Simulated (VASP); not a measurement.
# TiAl, self-consistent run: which settings are enough?

TiAl, P1 (no. 1), 54 atoms in the cell. PBEsol; PAW potentials Ti_sv, Al (PBE set). VASP 6.6.1.

Wanted: energy within 0.5 meV/atom; forces within 0.003 eV/Å.

What the run is for: forces in a large cell; Accuracy asked: tight; Cell repeated: 3 × 3 × 3.

POSCAR:
```
TiAl
1.0
    8.5119000000      0.0000000000      0.0000000000
    0.0000000000      8.5119000000      0.0000000000
    0.0000000000      0.0000000000     12.1773000000
Ti Al
27 27
Direct
   -0.0062230000     -0.0037260000      0.0013580000
   -0.0049560000      0.0015960000      0.3326570000
    0.0001480000     -0.0025780000      0.6668320000
    0.0047300000      0.3371890000      0.0005410000
   -0.0008800000      0.3342370000      0.3361550000
    0.0013540000      0.3301280000      0.6674900000
   -0.0013160000      0.6677660000     -0.0017090000
    0.0032020000      0.6668720000      0.3343570000
   -0.0009070000      0.6642110000      0.6671440000
    0.3384700000      0.0026140000      0.0014300000
    0.3353750000      0.0027790000      0.3335520000
    0.3341920000     -0.0008710000      0.6638450000
    0.3286440000      0.3356230000     -0.0022120000
    0.3319210000      0.3398670000      0.3386050000
    0.3362390000      0.3292870000      0.6609180000
[... 26 lines left out ...]
    0.5003320000      0.4992410000      0.8326030000
    0.5004740000      0.8392790000      0.1667500000
    0.5020710000      0.8370270000      0.5021520000
    0.5006940000      0.8382150000      0.8336540000
    0.8364690000      0.1688030000      0.1664820000
    0.8383000000      0.1701960000      0.4963730000
    0.8335720000      0.1705300000      0.8331800000
    0.8312610000      0.4998940000      0.1674460000
    0.8320590000      0.4981540000      0.5006150000
    0.8311470000      0.5015910000      0.8359010000
    0.8336840000      0.8369680000      0.1649590000
    0.8304780000      0.8306140000      0.5006510000
    0.8331010000      0.8334510000      0.8320340000
```

The series start from Plane-wave cutoff (eV): 320; Projection operators (LREAL): Auto, ROPT -0.00025; Electronic threshold (eV): 1e-5; Parallel layout: defaults; Program: vasp_std; Electronic algorithm: ALGO=Normal; Data layout and linear algebra: defaults. Each series keeps the choices made before it, and each single choice may use up half of a tolerance.

## Plane-wave cutoff (eV)

| Plane-wave cutoff (eV) | Energy less reference (meV/atom) | Forces, largest deviation (eV/Å) | SCF iterations | Time (s) |
|---|---|---|---|---|
| 250 | 8.93 | 0.0311 | 24 | 74 |
| 280 | 6.16 | 0.0098 | 23 | 54 |
| 320 | 4.46 | 0.0078 | 24 | 102 |
| 360 | 3.43 | 0.0114 | 24 | 51 |
| 440 (reference) | 0.00 | 0.0000 | 24 | 81 |

Chosen: 440; the next looser run is off by more than half of the tolerance, so convergence isn't shown beyond this value.

## Projection operators (LREAL)

| Projection operators (LREAL) | Energy less reference (meV/atom) | Forces, largest deviation (eV/Å) | SCF iterations | Time (s) |
|---|---|---|---|---|
| Auto, ROPT -0.005 | -1.30 | 0.1323 | 24 | 88 |
| Auto, ROPT -0.002 | 0.34 | 0.0597 | 24 | 99 |
| Auto, ROPT -0.001 | 1.79 | 0.0425 | 24 | 80 |
| Auto, ROPT -0.0005 | 0.04 | 0.0100 | 24 | 87 |
| Auto, ROPT -0.00025 | -0.15 | 0.0051 | 24 | 81 |
| Auto, ROPT -0.0001 | 0.05 | 0.0011 | 24 | 116 |
| False (reference) | 0.00 | 0.0000 | 24 | 161 |

Chosen: Auto, ROPT -0.0001, the loosest value from which every tighter one stays within half of the tolerance.

## Electronic threshold (eV)

| Electronic threshold (eV) | Energy less reference (meV/atom) | Forces, largest deviation (eV/Å) | SCF iterations | Time (s) |
|---|---|---|---|---|
| 0.001 | 0.00 | 0.0105 | 20 | 88 |
| 0.0001 | 0.00 | 0.0046 | 21 | 98 |
| 1e-5 | 0.00 | 0.0025 | 24 | 116 |
| 1e-6 | 0.00 | 0.0008 | 26 | 108 |
| 1e-7 (reference) | 0.00 | 0.0000 | 31 | 136 |

Chosen: 1e-6.

## Parallel layout

| Parallel layout | Energy less reference (meV/atom) | Forces, largest deviation (eV/Å) | SCF iterations | Time (s) |
|---|---|---|---|---|
| defaults | 0.00 | 0.0000 | 26 | 108 |
| NCORE=2 | 0.00 | 0.0004 | 26 | 114 |
| NCORE=4 | 0.00 | 0.0004 | 26 | 105 |
| NCORE=8 | 0.00 | 0.0002 | 26 | 113 |
| NPAR=2 | 0.00 | 0.0004 | 26 | 96 |

Chosen: defaults; no other choice that stays within half of the tolerance saves 30 % of the time.

## Program

| Program | Energy less reference (meV/atom) | Forces, largest deviation (eV/Å) | SCF iterations | Time (s) |
|---|---|---|---|---|
| vasp_std | 0.00 | 0.0000 | 26 | 108 |
| vasp_gam | 0.00 | 0.0011 | 26 | 90 |

Chosen: vasp_std.

## Electronic algorithm

| Electronic algorithm | Energy less reference (meV/atom) | Forces, largest deviation (eV/Å) | SCF iterations | Time (s) |
|---|---|---|---|---|
| ALGO=Normal | 0.00 | 0.0000 | 26 | 108 |
| ALGO=Fast | 0.00 | 0.0008 | 53 | 196 |
| ALGO=VeryFast | 0.00 | 0.0016 | 81 | 378 |
| ALGO=All ISEARCH=1 | 0.00 | 0.0035 | 72 | 332 |

Chosen: ALGO=Normal.

## Data layout and linear algebra

| Data layout and linear algebra | Energy less reference (meV/atom) | Forces, largest deviation (eV/Å) | SCF iterations | Time (s) |
|---|---|---|---|---|
| defaults | 0.00 | 0.0000 | 26 | 108 |
| LPLANE=False | 0.00 | 0.0000 | 26 | 152 |
| LSCALAPACK=False | 0.00 | 0.0000 | 26 | 151 |
| LSCALU=True | 0.00 | 0.0000 | 26 | 143 |

Chosen: defaults.

## All choices together

| Input | Energy less reference (meV/atom) | Forces, largest deviation (eV/Å) | Time (s) |
|---|---|---|---|
| the program's defaults (naive) | 2.32 | 0.0433 | 54 |
| chosen settings | 0.05 | 0.0015 | 108 |
| reference settings throughout | 0.00 | 0.0000 | 227 |

The chosen settings stay within the tolerance of the reference run, but the reference itself isn't shown to be converged in: Plane-wave cutoff (eV).

## The input

INCAR:
```
SYSTEM = TiAl
  GGA = PS
  ISMEAR = 1
  SIGMA = 0.1
  LWAVE = .FALSE.
  LCHARG = .FALSE.
  ISIF = 2
  ISYM = 0
  PREC = Accurate
  LASPH = .TRUE.
  LREAL = Auto
  ALGO = Normal
  EDIFF = 1E-6
  NELM = 120
  GGA_COMPAT = .FALSE.
  ENCUT = 440
  ROPT = -0.0001 -0.0001
```

KPOINTS:
```
k-points
0
Gamma
  1 1 1
```

Commands:
```
cat potpaw_PBE.64/Ti_sv/POTCAR potpaw_PBE.64/Al/POTCAR > POTCAR
mpirun -np 8 vasp_std > vasp.out
```

Limits: Only the k mesh 1 × 1 × 1 was run, so its error is untested.

The chosen input took VASP 6.6.1 108 s on 8 cores (Intel Xeon Platinum 8559C (Emerald Rapids)), a shared host.

## An input that fails: Gamma-only program on a mesh of k points

VASP's message: You are using the Gamma-point-only version with more than one k-point or some other non-Gamma k-point.

k mesh: 1 × 1 × 1 becomes 2 × 2 × 2.

Changes against the starting input:
```
- NELM = 120
+ NELM = 69
- vasp_std
+ vasp_gam
(KPOINTS)
-k-points
+Automatic mesh
-  1 1 1
+  2 2 2
+  0 0 0
```
